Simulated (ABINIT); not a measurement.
# Cr (P6_3/mmc) in ABINIT: convergence with pawecutdg

Aim: find how far pawecutdg must go before the results for Cr settle, at PBE. This setting moves, with any that are tied to it; all else stays.

Everything below comes from runs of ABINIT 10.8.3 (patched build). Logs are shortened: lines on timing, memory, paths and dates and some standing lists are left out, and cuts for length are marked. The log counts tension as positive stress, the text compression.

## 1. The structure

It takes space group P6_3/mmc (No. 194, hexagonal). Conventional cell: a = 2.714 Å, b = 2.714 Å, c = 4.410 Å, α = 90.00°, β = 90.00°, γ = 120.00°. Around Cr (site symmetry -6m2) lie 12 Cr at 2.71 Å.

This isn't the form of Cr at room conditions, which is bcc.

## 2. With pawecutdg 23 Ha

run.abi reads:

```
# Pseudopotentials
pp_dirpath "./"
pseudos "Cr.GGA_PBE-JTH.xml"

# Structure
acell 3*1.0 Angstrom
rprim
     2.7140000000     0.0000000000     0.0000000000
    -1.3570000000     2.3503929459     0.0000000000
     0.0000000000     0.0000000000     4.4100000000
ntypat 1
znucl 24
natom 2
typat 1 1
xcart
     1.3570000001     0.7834643152     3.3075000000
    -0.0000000001     1.5669286307     1.1025000000 Angstrom

# Plane-wave basis
ecut 23.0
pawecutdg 23.0
pawxcdev 0

# k points
kptopt 1
ngkpt 9 9 5
nshiftk 1
shiftk 0.0 0.0 0.0

# Exchange and correlation
ixc 11

# Bands and occupations
nband 20
occopt 6
tsmear 0.00367493

# Spin
nsppol 2
spinat
     0.0000000000     0.0000000000     3.0000000000
     0.0000000000     0.0000000000     3.0000000000

# SCF cycle
nstep 100
tolvrs 1.0e-9

# Output
iomode 3
prtwf 0
prtden 0
prteig 0
prtebands 0
enunit 1
```

Potentials or basis: JTH PAW PBE v2.0.

Started as:

```
abinit run.abi > log 2>&1
```

run.abo:

```text
.Version 10.8.3 of ABINIT
 Symmetries : space group P6_3/m m c (#194); Bravais hP (primitive hexag.)
================================================================================
 Values of the parameters that define the memory need of the present run
     intxc =       0    ionmov =       0      iscf =      17    lmnmax =      18
     lnmax =       6     mgfft =      36  mpssoang =       3    mqgrid =    3001
     natom =       2  nloc_mem =       2    nspden =       2   nspinor =       1
    nsppol =       2      nsym =      24    n1xccc =       1    ntypat =       1
    occopt =       6   xclevel =       2
       mpw =        1026          nfft =       20736          nkpt =          36
 PAW method is used; the additional fine FFT grid is defined by:
   mgfftf=        36    nfftf =     20736
================================================================================
================================================================================

--------------------------------------------------------------------------------
------------- Echo of variables that govern the present computation ------------
--------------------------------------------------------------------------------
 -outvars: echo values of preprocessed input variables --------
            acell      1.8897261259E+00  1.8897261259E+00  1.8897261259E+00 Bohr
              amu      5.19961000E+01
             ecut      2.30000000E+01 Hartree
           enunit           1
              ixc          11
         kptrlatt        9    0    0      0    9    0      0    0    5
          kptrlen      4.16684611E+01
            natom           2
            nband          20
            ngfft          24      24      36
          ngfftdg          24      24      36
             nkpt          36
           nspden           2
           nsppol           2
            nstep         100
             nsym          24
           ntypat           1
           occopt           6
        pawecutdg      2.30000000E+01 Hartree
         pawxcdev           0
           prtden           0
        prtebands           0
           prteig           0
            prtwf           0
            rprim      2.7140000000E+00  0.0000000000E+00  0.0000000000E+00
                      -1.3570000000E+00  2.3503929459E+00  0.0000000000E+00
                       0.0000000000E+00  0.0000000000E+00  4.4100000000E+00
          spgroup         194
           spinat      0.0000000000E+00  0.0000000000E+00  3.0000000000E+00
                       0.0000000000E+00  0.0000000000E+00  3.0000000000E+00
           tolvrs      1.00000000E-09
           tsmear      3.67493000E-03 Hartree
            typat      1  1
           useylm           1
           xangst      1.3570000000E+00  7.8346431530E-01  3.3075000000E+00
                      -1.0140739322E-16  1.5669286306E+00  1.1025000000E+00
            xcart      2.5643583529E+00  1.4805329853E+00  6.2502691614E+00
                      -1.9163220032E-16  2.9610659707E+00  2.0834230538E+00
             xred      6.6666666667E-01  3.3333333333E-01  7.5000000000E-01
                       3.3333333333E-01  6.6666666667E-01  2.5000000000E-01
[... 137 lines left out ...]
    1      -0.000000000000     -0.000000000000      0.000000000000
    2       0.000000000000      0.000000000000      0.000000000000

 cartesian coordinates (angstrom) at end:
    1      1.35700000000000     0.78346431530000     3.30750000000000
    2     -0.00000000000000     1.56692863060000     1.10250000000000

 cartesian forces (hartree/bohr) at end:
    1      0.00000000000000     0.00000000000000    -0.00000000000000
    2     -0.00000000000000    -0.00000000000000    -0.00000000000000
 frms,max,avg= 3.0311665E-29 4.5467498E-29   0.000E+00  0.000E+00  0.000E+00 h/b

 cartesian forces (eV/Angstrom) at end:
    1      0.00000000000000     0.00000000000000    -0.00000000000000
    2     -0.00000000000000    -0.00000000000000    -0.00000000000000
 frms,max,avg= 1.5586885E-27 2.3380328E-27   0.000E+00  0.000E+00  0.000E+00 e/A
 length scales=  1.889726125908  1.889726125908  1.889726125908 bohr
              =  1.000000000000  1.000000000000  1.000000000000 angstroms
 Fermi (or HOMO) energy (eV) =   8.08553   Average Vxc (eV)= -12.16197
 Eigenvalues (   eV  ) for nkpt=  36  k points, SPIN UP:
 kpt#   1, nband= 20, wtk=  0.00247, kpt=  0.0000  0.0000  0.0000 (reduced coord)
 -63.85691  -63.77046  -35.28648  -34.96592  -34.96592  -34.89974  -34.89974  -34.80022
   0.83639    4.52891    7.45179    7.45179    7.52628    7.82023    7.82023    8.27647
   8.27647    8.60473    9.51946    9.51946
 prteigrs : prtvol=0 or 1, do not print more k-points.

 Eigenvalues (   eV  ) for nkpt=  36  k points, SPIN DOWN:
 kpt#   1, nband= 20, wtk=  0.00247, kpt=  0.0000  0.0000  0.0000 (reduced coord)
 -63.07624  -62.98769  -34.58140  -34.16267  -34.16267  -34.09547  -34.09547  -34.08514
   1.10877    4.94043    8.06427    8.15604    8.15604    8.54239    8.54239    8.83386
   9.05764    9.05764   10.32905   10.32905
 prteigrs : prtvol=0 or 1, do not print more k-points.

--- !EnergyTerms
iteration_state     : {dtset: 1, }
comment             : Components of total free energy in Hartree
kinetic             :  3.02530044503015E+01
hartree             :  3.65258737250024E+01
xc                  : -9.35297532342858E+00
Ewald energy        : -1.24095918227988E+02
psp_core            :  7.96857481367120E+00
local_psp           : -1.05162005926974E+02
PAW spherical_terms : -1.09250184736905E+01
internal            : -1.74788464963106E+02
'-kT*entropy'       :  3.90875101296635E-06
total_energy        : -1.74788461054355E+02
total_energy_eV     : -4.75623632509067E+03
...

--- !EnergyTermsDC
iteration_state     : {dtset: 1, }
comment             : '"Double-counting" decomposition of free energy'
band_energy         : -2.18150718596940E+01
Ewald energy        : -1.24095918227988E+02
psp_core            :  7.96857481367120E+00
xc_dc               : -3.37061550048983E+01
PAW spherical_terms : -3.13988917909559E+00
internal            : -1.74788459458005E+02
'-kT*entropy'       :  3.90875101296635E-06
total_energy_dc     : -1.74788455549254E+02
total_energy_dc_eV  : -4.75623617528922E+03
...

--- !EnergyTermsWithPAWCore
iteration_state     : {dtset: 1, }
comment             : 'Components of total free energy, including PAW core contributions'
Total energy        : -2.10170257891540E+03
Total energy DC     : -2.10170257341030E+03
Total energy (eV)   : -5.71902406490413E+04
Total energy DC (eV): -5.71902404992399E+04
...

 Cartesian components of stress tensor (hartree/bohr^3)
  sigma(1 1)=  9.32407895E-04  sigma(3 2)=  0.00000000E+00
  sigma(2 2)=  9.32407894E-04  sigma(3 1)=  0.00000000E+00
  sigma(3 3)=  7.39953854E-04  sigma(2 1)=  0.00000000E+00

-Cartesian components of stress tensor (GPa)         [Pressure= -2.5545E+01 GPa]
- sigma(1 1)=  2.74323874E+01  sigma(3 2)=  0.00000000E+00
- sigma(2 2)=  2.74323873E+01  sigma(3 1)=  0.00000000E+00
- sigma(3 3)=  2.17701940E+01  sigma(2 1)=  0.00000000E+00

== END DATASET(S) ==============================================================
================================================================================

 -outvars: echo values of variables after computation  --------
            acell      1.8897261259E+00  1.8897261259E+00  1.8897261259E+00 Bohr
           etotal     -1.7478845555E+02
            fcart      2.6250672221E-29  4.5467498020E-29 -0.0000000000E+00
                      -2.6250672221E-29 -4.5467498020E-29 -0.0000000000E+00
            rprim      2.7140000000E+00  0.0000000000E+00  0.0000000000E+00
                      -1.3570000000E+00  2.3503929459E+00  0.0000000000E+00
                       0.0000000000E+00  0.0000000000E+00  4.4100000000E+00
           strten      9.3240789497E-04  9.3240789391E-04  7.3995385433E-04
                       0.0000000000E+00  0.0000000000E+00  0.0000000000E+00
           xangst      1.3570000000E+00  7.8346431530E-01  3.3075000000E+00
                      -1.0140739322E-16  1.5669286306E+00  1.1025000000E+00
             xred      6.6666666667E-01  3.3333333333E-01  7.5000000000E-01
                       3.3333333333E-01  6.6666666667E-01  2.5000000000E-01
 Calculation completed.
```

It took 87 s on 1 thread of Arm Neoverse V1, shared host; peak memory 0.14 GiB.

What came out:

```
Free energy                                           : -4756.2362 eV
Pressure                                              : -25.5 GPa
Band gap on the k mesh                                : none (metal or under the smearing width)
Net moment                                            : 1.64 μB per cell
Site moments                                          : Cr +0.72 μB
Valence electrons inside the program's atomic spheres : Cr 12.02 (radii [1.1156] Å)
```

## 3. With pawecutdg 27.6

run.abi: that of step 2 with these lines changed.

```diff
@@ -20,3 +20,3 @@
 ecut 23.0
-pawecutdg 23.0
+pawecutdg 27.6
 pawxcdev 0
```

Potentials or basis: JTH PAW PBE v2.0.

Started as:

```
abinit run.abi > log 2>&1
```

Wall time 91 s (1 thread of Arm Neoverse V1, shared host); peak memory 0.14 GiB.

It converged, with:

| Property | Result |
| --- | --- |
| Free energy | -4756.2359 eV |
| Pressure | -25.6 GPa |
| Band gap on the k mesh | none (metal or under the smearing width) |
| Net moment | 1.64 μB per cell |
| Site moments | Cr +0.72 μB |
| Valence electrons inside the program's atomic spheres | Cr 12.02 (radii [1.1156] Å) |

## 4. With pawecutdg 34.5

run.abi: that of step 3 with these lines changed.

```diff
@@ -20,3 +20,3 @@
 ecut 23.0
-pawecutdg 27.6
+pawecutdg 34.5
 pawxcdev 0
```

Started as:

```
abinit run.abi > log 2>&1
```

It took 91 s on 1 thread of Arm Neoverse V1, shared host; peak memory 0.15 GiB.

The run converged. Its results:

```
Free energy                                           : -4756.2360 eV
Pressure                                              : -25.6 GPa
Band gap on the k mesh                                : none (metal or under the smearing width)
Net moment                                            : 1.64 μB per cell
Site moments                                          : Cr +0.72 μB
Valence electrons inside the program's atomic spheres : Cr 12.01 (radii [1.1156] Å)
```

## 5. With pawecutdg 41.4

run.abi: that of step 4 with these lines changed.

```diff
@@ -20,3 +20,3 @@
 ecut 23.0
-pawecutdg 34.5
+pawecutdg 41.4
 pawxcdev 0
```

Started as:

```
abinit run.abi > log 2>&1
```

Wall time 90 s (1 thread of Arm Neoverse V1, shared host); peak memory 0.15 GiB.

The run converged. Its results:

* Free energy: -4756.2358 eV
* Pressure: -25.6 GPa
* Band gap on the k mesh: none (metal or under the smearing width)
* Net moment: 1.64 μB per cell
* Site moments: Cr +0.72 μB
* Valence electrons inside the program's atomic spheres: Cr 12.00 (radii [1.1156] Å)

## 6. With pawecutdg 50.6

run.abi: that of step 5 with these lines changed.

```diff
@@ -20,3 +20,3 @@
 ecut 23.0
-pawecutdg 41.4
+pawecutdg 50.6
 pawxcdev 0
```

Potentials or basis: JTH PAW PBE v2.0.

Started as:

```
abinit run.abi > log 2>&1
```

Wall time 94 s (1 thread of Arm Neoverse V1, shared host); peak memory 0.16 GiB.

Results (log left out):

- Free energy: -4756.2358 eV
- Pressure: -25.6 GPa
- Band gap on the k mesh: none (metal or under the smearing width)
- Net moment: 1.64 μB per cell
- Site moments: Cr +0.72 μB
- Valence electrons inside the program's atomic spheres: Cr 12.00 (radii [1.1156] Å)

## 7. With pawecutdg 62.1

run.abi: that of step 6 with these lines changed.

```diff
@@ -20,3 +20,3 @@
 ecut 23.0
-pawecutdg 50.6
+pawecutdg 62.1
 pawxcdev 0
```

Started as:

```
abinit run.abi > log 2>&1
```

Wall time 93 s (1 thread of Arm Neoverse V1, shared host); peak memory 0.17 GiB.

It converged, with:

| Item | Value |
| --- | --- |
| Free energy | -4756.2358 eV |
| Pressure | -25.6 GPa |
| Band gap on the k mesh | none (metal or under the smearing width) |
| Net moment | 1.64 μB per cell |
| Site moments | Cr +0.72 μB |
| Valence electrons inside the program's atomic spheres | Cr 12.00 (radii [1.1156] Å) |

## 8. With pawecutdg 75.9

run.abi: that of step 7 with these lines changed.

```diff
@@ -20,3 +20,3 @@
 ecut 23.0
-pawecutdg 62.1
+pawecutdg 75.9
 pawxcdev 0
```

Started as:

```
abinit run.abi > log 2>&1
```

Wall time 95 s (1 thread of Arm Neoverse V1, shared host); peak memory 0.19 GiB.

Results (log left out):

| Quantity | Value |
| --- | --- |
| Free energy | -4756.2359 eV |
| Pressure | -25.6 GPa |
| Band gap on the k mesh | none (metal or under the smearing width) |
| Net moment | 1.64 μB per cell |
| Site moments | Cr +0.72 μB |
| Valence electrons inside the program's atomic spheres | Cr 12.00 (radii [1.1156] Å) |

## 9. Summary

```tsv
pawecutdg	energy less the tightest run (meV/atom)	pressure (GPa)	SCF cycles	CPU time (s)	peak memory (GiB)
23 Ha	-0.15	-25.54	22	87	0.14
27.6	0.00	-25.60	23	91	0.14
34.5	-0.05	-25.59	23	91	0.15
41.4	0.02	-25.59	23	90	0.15
50.6	0.04	-25.58	24	94	0.16
62.1	0.04	-25.59	24	93	0.17
75.9	0.00	-25.58	24	95	0.19
```

Against the tightest run, the energy stays within 1 meV/atom from 23 Ha on; the pressure stays within 0.1 GPa from 23 Ha on. The tightest run that finished is the yardstick and may itself not be fully converged.

Caveats: so large a pressure means that the cell lies far from this level's equilibrium, or that cutoff or potentials fall short.
